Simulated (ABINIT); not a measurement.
Runs of ABINIT 10.8.3 (patched build) on C. It takes space group Fd-3m (No. 227, cubic). The conventional cell has a = 3.567 Å, b = 3.567 Å, c = 3.567 Å, α = 90.00°, β = 90.00°, γ = 90.00°. C (site symmetry -43m) is surrounded by 4 C at 1.54 Å. This isn't the form of C at room conditions, which is graphite.

```tsv
task	level	potentials or basis	cutoff (eV)	fine-grid cutoff	gap on the mesh (eV)	pressure (GPa)	V0 of scaled cells (Å³/atom)	B0 (GPa)
equation of state	BLYP	PseudoDojo NC SR PBE v0.4.1 standard	1116	-	-	-	5.90	398
band structure	rSCAN	SG15 NC PBE v1.2	1333	-	4.30	-	-	-
equation of state	BP86+D2	JTH PAW PBE v2.0	544	1088.46 eV	-	-	5.67	(b)
band structure	revPBE	JTH PAW PBE v2.0	544	1088.46 eV	(a)	5.7	-	-
band structure	LDA-Teter	PseudoDojo NC SR LDA v0.4.1 standard	1116	-	4.15	(c)	-	-
```

Alike in all rows: no spin polarisation; cell as given; k mesh 13 × 13 × 13; smearing fermi-dirac 0.05 eV.

Question: Estimate the missing entries.

Answer: (a) 4.13; (b) 441; (c) -11.0.

Caveats: pressures at fixed basis lie under the slope of the energies (some runs); the potentials were made for another functional, which shifts forces and pressure (some runs); the PAW data sets were made with another functional, which shifts forces and pressure a little (some runs).

A k mesh can miss the band edges.

Not every run made on this cell is shown here.
